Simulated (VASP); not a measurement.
## A VASP 6.6.1 single-point calculation on BeS

INCAR

```
PREC = Accurate
LWAVE = .FALSE.
ISMEAR = 0
AMIX = 0.2
METAGGA = R2SCAN
ENCUT = 520
ALGO = Normal
EDIFF = 1E-7
LREAL = .FALSE.
IBRION = -1
SIGMA = 0.01
ISIF = 2
BMIX = 0.0001
LASPH = .TRUE.
NBANDS = 11
NSW = 0
NELM = 120
LCHARG = .FALSE.
```

KPOINTS

```
KPOINTS created by Atomic Simulation Environment
0
Gamma
10 10 10
0 0 0
```

POSCAR

```
Be S
 1.0000000000000000
     0.0000000000000000    2.4221346991999999    2.4343062303999998
     2.4221346991999999    0.0000000000000000    2.4343062303999998
     2.4221346991999999    2.4221346991999999    0.0000000000000000
 Be  S
   1   1
Cartesian
  0.0000000000000000  0.0000000000000000  0.0000000000000000
  1.2110673496000000  1.2110673496000000  1.2171531151999999
```

The recommended PBE PAW datasets give the neutral cell 8 valence electrons.

Command

```
mpirun -np 1 vasp_std
```

OSZICAR

```
N       E                     dE             d eps       ncg     rms          rms(c)
DAV:   1     0.153213917249E+02    0.15321E+02   -0.39944E+03  2244   0.645E+02
DAV:   2    -0.150661561485E+02   -0.30388E+02   -0.29101E+02  2964   0.119E+02
DAV:   3    -0.163223037521E+02   -0.12561E+01   -0.12538E+01  2976   0.243E+01
DAV:   4    -0.163294030984E+02   -0.70993E-02   -0.70982E-02  2757   0.210E+00
DAV:   5    -0.163294595224E+02   -0.56424E-04   -0.56423E-04  2918   0.186E-01    0.588E+00
DAV:   6    -0.147868746704E+02    0.15426E+01   -0.21933E-01  2407   0.344E+00    0.594E+00
DAV:   7    -0.147778838759E+02    0.89908E-02   -0.18048E-01  2631   0.259E+00    0.293E+00
DAV:   8    -0.147830801482E+02   -0.51963E-02   -0.10837E-02  3254   0.720E-01    0.150E+00
DAV:   9    -0.147844063897E+02   -0.13262E-02   -0.27650E-03  2879   0.307E-01    0.549E-01
DAV:  10    -0.147848832336E+02   -0.47684E-03   -0.42550E-04  2929   0.147E-01    0.182E-01
DAV:  11    -0.147850752624E+02   -0.19203E-03   -0.24651E-04  2541   0.142E-01    0.403E-02
DAV:  12    -0.147850754989E+02   -0.23648E-06   -0.61874E-06  3130   0.166E-02    0.389E-02
DAV:  13    -0.147850756823E+02   -0.18333E-06   -0.11330E-06  2724   0.925E-03    0.746E-03
DAV:  14    -0.147850760793E+02   -0.39701E-06   -0.43027E-08  2026   0.196E-03    0.510E-04
DAV:  15    -0.147850760897E+02   -0.10417E-07   -0.23952E-09  1308   0.512E-04
   1 F= -.14785076E+02 E0= -.14785076E+02  d E =-.813436E-34
```

From OUTCAR

```
k-points           NKPTS =    102   k-points in BZ     NKDIM =    102   number of bands    NBANDS=     11

   NELECT =       8.0000    total number of electrons

   dimension x,y,z NGX =    28 NGY =   28 NGZ =   28
   dimension x,y,z NGXF=    56 NGYF=   56 NGZF=   56

  energy-cutoff  :      520.00
  volume of cell :       28.56
      direct lattice vectors                 reciprocal lattice vectors
     0.000000000  2.422134699  2.434306230    -0.206429477  0.206429477  0.205397330
     2.422134699  0.000000000  2.434306230     0.206429477 -0.206429477  0.205397330
     2.422134699  2.422134699  0.000000000     0.206429477  0.206429477 -0.205397330

 k-points in reciprocal lattice and weights: KPOINTS created by Atomic Simulation Env
   0.00000000  0.00000000  0.00000000       0.001
   0.10000000 -0.00000000  0.00000000       0.008
   0.20000000 -0.00000000  0.00000000       0.008
   0.30000000  0.00000000  0.00000000       0.008
   0.40000000  0.00000000  0.00000000       0.008
   0.50000000 -0.00000000  0.00000000       0.004
   0.10000000  0.10000000  0.00000000       0.002
   0.20000000  0.10000000  0.00000000       0.008
   ...

 E-fermi :   4.0436

 k-point     1 :       0.0000    0.0000    0.0000
  band No.  band energies     occupation
      1     -10.3343      2.00000
      2       3.9336      2.00000
      3       3.9617      2.00000
      4       3.9617      2.00000
      5      10.2089      0.00000
      6      10.2089      0.00000
      7      10.2141      0.00000
      8      10.6272      0.00000
      9      17.3153      0.00000
     10      17.4304      0.00000
     11      19.8482      0.00000

 k-point     2 :       0.1000   -0.0000    0.0000
  band No.  band energies     occupation
      1     -10.2151      2.00000
      2       3.1257      2.00000
      3       3.8076      2.00000
      4       3.8299      2.00000
      5      10.2113      0.00000
      6      10.4588      0.00000
      7      10.4618      0.00000
      8      11.4656      0.00000
      9      16.8232      0.00000
     10      16.9205      0.00000
     11      19.7701      0.00000

 k-point     3 :       0.2000   -0.0000    0.0000
  band No.  band energies     occupation
      1      -9.8753      2.00000
      2       1.4492      2.00000
      3       3.4967      2.00000
      4       3.5277      2.00000
      5      10.1714      0.00000
      6      10.9574      0.00000
      7      10.9646      0.00000
      8      13.1803      0.00000
      9      16.3522      0.00000
     10      16.4106      0.00000
     11      19.3848      0.00000

 k-point     4 :       0.3000    0.0000    0.0000
  band No.  band energies     occupation
      1      -9.3804      2.00000
      2      -0.2369      2.00000
      3       3.1754      2.00000
      4       3.2152      2.00000
      5      10.1146      0.00000
      6      11.2007      0.00000
      7      11.2296      0.00000
      8      14.7964      0.00000
      9      16.8680      0.00000
     10      16.8758      0.00000
     11      19.1429      0.00000

 k-point     5 :       0.4000    0.0000    0.0000
  band No.  band energies     occupation
      1      -8.8851      2.00000
      2      -1.5070      2.00000
      3       2.9513      2.00000
      4       2.9973      2.00000
      5      10.0656      0.00000
      6      11.1360      0.00000
      7      11.1786      0.00000
      8      15.7569      0.00000
      9      18.3445      0.00000
     10      18.3764      0.00000
     11      19.5844      0.00000

 ...

  Total        0.2569398      0.2569398      0.1666757      0.0000000      0.0000000      0.0000000
  in kB       14.4125277     14.4125277      9.3493449      0.0000000      0.0000000      0.0000000
  external PRESSURE =      12.7248001 kB  Pullay stress =       0.0000000 kB

 POSITION                                       TOTAL-FORCE (eV/Angst)
 -----------------------------------------------------------------------------------
      0.00000      0.00000      0.00000         0.000000      0.000000      0.000000
      1.21107      1.21107      1.21715        -0.000000     -0.000000     -0.000000
 -----------------------------------------------------------------------------------
    total drift:                                0.000000      0.000000      0.000000

  FREE ENERGIE OF THE ION-ELECTRON SYSTEM (eV)
  ---------------------------------------------------
  free  energy   TOTEN  =       -14.7850760897 eV

  energy  without entropy=      -14.7850760897  energy(sigma->0) =      -14.78507609
```

It converged. Results: gap between bands v and c on the k mesh 3.55 eV; least direct gap on the k mesh 6.25 eV; pressure 1.3 GPa. Band v is the last that the valence electrons fill when counted band by band, and c is the next.

For comparison, a separate r²SCAN run of the intended cell, on usual settings and not on those above, gives a gap of 3.55 eV on its mesh and a pressure of 1.3 GPa.

The run above took about 66 s on one core of a shared host (Intel Xeon 6975P-C) and held 0.17 GiB at most.
